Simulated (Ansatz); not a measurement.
Crystal: HfO2.

```
Hf O
1.0
     5.21946    0.00000    0.00000
     0.00000    5.00476    0.00000
     0.00000    0.00000    5.03269
Hf O
4 8
Cartesian
  5.0472 3.6661 3.7314
  2.7820 3.6661 1.2151
  2.4375 1.3387 3.7314
  0.1723 1.3387 1.2151
  3.2994 4.6477 4.4251
  4.5298 4.6477 1.9087
  1.2211 2.7020 2.4776
  1.3886 2.7020 4.9939
  3.9984 2.3028 4.9939
  3.8308 2.3028 2.4776
  0.6896 0.3571 4.4251
  1.9201 0.3571 1.9087
```

Measurements of this composition are mostly on another form, of space group No. 14.

Base run:

| Property | Result |
| --- | --- |
| Program | Ansatz 0.2.0 |
| Functional | revPBE |
| Potentials or basis | Ansatz PAW |
| Cutoff | 420 eV (not typed: the program's choice for these potentials) |
| k mesh | 5 × 6 × 5 |
| Occupations | fermi-dirac, width 0.05 eV |
| Spin | no spin polarisation |

Its results: band gap on the k mesh 4.54 eV, indirect (least direct gap 4.73 eV); pressure 13.5 GPa; largest force 0.132 eV/Å.

Q: The run is repeated on the same cell with these changes: functional from revPBE to PBEsol. What comes out?

A: Band gap on the k mesh 4.38 eV, indirect (least direct gap 4.59 eV); pressure 1.7 GPa; largest force 0.096 eV/Å.

PBEsol binds more tightly than revPBE, so the same cell stands under less pressure.

Caveats: spin-orbit coupling is left out, which moves the levels of the heavy elements; the PAW data sets come from PBE, with cores solved anew for the run's functional, which leaves a small shift of forces and pressure.

A k mesh can miss the band edges.
